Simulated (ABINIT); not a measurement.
Input of an ABINIT 10.8.3 (patched build) run:

Contents of run.abi:

```
# Datasets: one volume each
ndtset 7
getwfk -1
scalecart1 3*0.9795861087
scalecart2 3*0.9864848297
scalecart3 3*0.9932883884
scalecart4 3*1.0000000000
scalecart5 3*1.0066227096
scalecart6 3*1.0131594038
scalecart7 3*1.0196128224

# Pseudopotentials
pp_dirpath "./"
pseudos "Ti.GGA_PBE-JTH.xml, B.GGA_PBE-JTH.xml"

# Structure
acell 3*1.0
rprim
     5.7243583767     0.0000000000     0.0000000000
    -2.8621791884     4.9574397745     0.0000000000
     0.0000000000     0.0000000000     6.1007918207
ntypat 2
znucl 22 5
natom 3
typat 1 2 2
xred
     0.0000000000     0.0000000000     0.0000000000
     0.6666666667     0.3333333333     0.5000000000
     0.3333333333     0.6666666667     0.5000000000

# Plane-wave basis
ecut 408.170794 eV
pawecutdg 30.0
pawovlp 30

# k points
kptopt 1
ngkpt 10 10 8
nshiftk 1
shiftk 0.0 0.0 0.0

# Exchange and correlation
ixc -106131

# Bands and occupations
nband 13
occopt 3
tsmear 0.00183747

# SCF cycle
nstep 100
tolvrs 1.0e-9

# Output
iomode 3
prtwf 1
prtden 0
prteig 0
prtebands 0
```

Potentials or basis: JTH PAW PBE v2.0.

Launch:

```sh
$ abinit run.abi > log 2>&1
```

Problem. Predict the equilibrium volume.

Solution. 8.80 Å³/atom.

Problem. Predict the bulk modulus at fixed shape and positions.

Solution. 238 GPa.

Problem. Estimate the pressure derivative of the bulk modulus.

Solution. 3.9.

Energy against volume, from the lowest point:
```tsv
volume (Å³/atom)	energy (meV/atom)
8.039	55.79
8.210	32.18
8.381	15.40
8.552	4.82
8.723	0.00
8.894	0.25
9.065	5.19
```

Caveat: pressures at fixed basis lie under the slope of the energies; the cell was scaled at fixed shape and fractional positions, which overstates the stiffness of a crystal with free parameters, most of all of layers and chains; the PAW data sets were made with another functional, which shifts forces and pressure a little; the atomic spheres overlap.
